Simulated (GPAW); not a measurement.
A run of GPAW 26.7.0:

The input run.py:

```python
from ase.dft.bandgap import bandgap
from ase.io import read, write
from ase.units import GPa
from gpaw import GPAW, PW, setup_paths

setup_paths.insert(0, '.')

atoms = read('POSCAR')

calc = GPAW(mode=PW(600),
            xc='BLYP',
            kpts={'size': (10, 10, 6), 'gamma': True},
            occupations={'name': 'fermi-dirac', 'width': 0.05},
            nbands=24,
            convergence={'density': 1e-05, 'energy': 1e-05},
            eigensolver='davidson',
            maxiter=150,
            txt='gpaw.txt')
atoms.calc = calc
energy = atoms.get_potential_energy()
forces = atoms.get_forces()
stress = atoms.get_stress()
calc.write('gs.gpw')
write('result.traj', atoms)
print(f'Energy: {energy:.6f} eV')
print('Forces (eV/A):')
print(forces.round(4))
print('Stress (GPa):', (stress / GPa).round(3))
print('Fermi level:', round(calc.get_fermi_level(), 4), 'eV')
print(f'Gap: {bandgap(calc)[0]:.4f} eV, direct: {bandgap(calc, direct=True)[0]:.4f} eV')
```

Contents of POSCAR:

```
Ti
1.0
    2.9500000000      0.0000000000      0.0000000000
   -1.4750000000      2.5547749412      0.0000000000
    0.0000000000      0.0000000000      4.6800000000
Ti
2
Direct
    0.6666666667      0.3333333333      0.7500000000
    0.3333333333      0.6666666667      0.2500000000
```

Potentials or basis: PAW data sets generated in the run's folder for this functional, pw.

Command:

```bash
$ gpaw-setup -f BLYP Ti
$ OMP_NUM_THREADS=1 python run.py
```

Hardware: 1 thread of Arm Neoverse V1 (shared host).

**Question.** How long does it take, and how much memory?

**Answer.** Run time: 41 s on 1 thread of Arm Neoverse V1 (shared host), peak memory 0.18 GiB. Counts: scf iterations 11, plane waves 1194, bands 24, k points 72.
